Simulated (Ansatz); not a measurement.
# Zn: the cost of one run

Method: DFT PBE, scalar-relativistic, plane waves, PAW, in Ansatz 0.2.0.

1 further run of the same task is left out (set aside as unsound or not needed).

## 1. The structure to begin with

The structure is trigonal, space group R-3m (No. 166). The conventional cell has a = 3.460 Å, b = 3.460 Å, c = 6.702 Å, α = 90.00°, β = 90.00°, γ = 120.00°. Hg (site symmetry -3m) has 6 Hg at 3.00 Å as nearest neighbours.

Coordinates:

```
CELL_PARAMETERS angstrom
1.73000 0.99882 2.23400
-1.73000 0.99882 2.23400
0.00000 -1.99763 2.23400
ATOMIC_POSITIONS crystal
Hg 0.00000 0.00000 0.00000
```

The structure comes from the Crystallography Open Database.

## 2. One element swapped, cell strained: Hg → Zn, first probe

The change: Zn takes all sites of Hg, and lengths are scaled by 0.955 as a first guess of the size; strain xx, yy, zz, yz, xz, xy = +2.6, +2.6, +2.6, +0.0, +0.0, +0.0 %.

The input, input.yaml:

```yaml
crystal:
  lattice:
    - [1.6942499959, 0.9781756912, 2.18783439]
    - [-1.6942499959, 0.9781756912, 2.18783439]
    - [0.0, -1.9563513824, 2.18783439]
  atoms:
    - { symbol: Zn, position: [0.0, 0.0, 0.0] }
basis:
  ecutwfc: 420
kpoints:
  mp_grid: { grid: [6, 6, 6] }
hamiltonian:
  xc: pbe
scf:
  occupations: { method: gaussian, width: 0.1 }
output:
  forces: true
  stress: true
  eigenvalues: true
```

On the command line:

```console
ansatz run input.yaml --threads 1 --pin off --max-ram 1331MiB --backend cpu --events-out ev --progress --plain --runs-dir out
```

Q: Estimate wall time and peak memory on 1 thread of an x86-64 CPU, shared host.

About 1.5 s, with a peak of 0.28 GiB.
